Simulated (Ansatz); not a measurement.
The system is Hf.

```
Hf
1.0
    -1.80500    1.80500    1.80500
     1.80500   -1.80500    1.80500
     1.80500    1.80500   -1.80500
Hf
1
Direct
  0.00000 0.00000 0.00000
```

This isn't the form of Hf at room conditions, which is hcp.

| Item | Value |
| --- | --- |
| Program | Ansatz 0.2.0 |
| Task | relaxation of cell and atoms |
| Functional | PBE |
| Dispersion | D3(BJ) |
| Potentials or basis | Ansatz PAW |
| Cutoff | 420 eV (not typed: the program's choice for these potentials) |
| k mesh | 10 × 10 × 10 |
| Occupations | fermi-dirac, width 0.05 eV |
| Spin | no spin polarisation |

At the start: volume 23.52 Å³/atom.

Problem. How do energy, volume and symmetry change on relaxing?

Solution. It ends after 5 steps and the volume is 21.57 Å³/atom (-8.3 %); space group Im-3m (No. 229, to 0.05 Å).

The path:
```csv
step,energy change (eV),largest force (eV/Å),volume (Å³)
1,0.0000,0.0000,23.52
2,-0.0236,0.0000,20.25
3,-0.0518,0.0000,21.69
4,-0.0521,0.0000,21.57
5,-0.0517,0.0000,21.57
```

Final structure:
```cif
data_structure
_symmetry_space_group_name_H-M 'P 1'
_symmetry_Int_Tables_number 1
_cell_length_a 3.0374
_cell_length_b 3.0374
_cell_length_c 3.0374
_cell_angle_alpha 109.471
_cell_angle_beta 109.471
_cell_angle_gamma 109.471
_cell_volume 21.57
loop_
_atom_site_label
_atom_site_type_symbol
_atom_site_fract_x
_atom_site_fract_y
_atom_site_fract_z
_atom_site_occupancy
Hf1 Hf 0.00000 0.00000 0.00000 1
```

Caveat: the plane-wave basis is chosen anew once the cell has moved, so the energies of steps on either side of that aren't comparable; pairwise dispersion overbinds metals, which lowers pressure and volume.
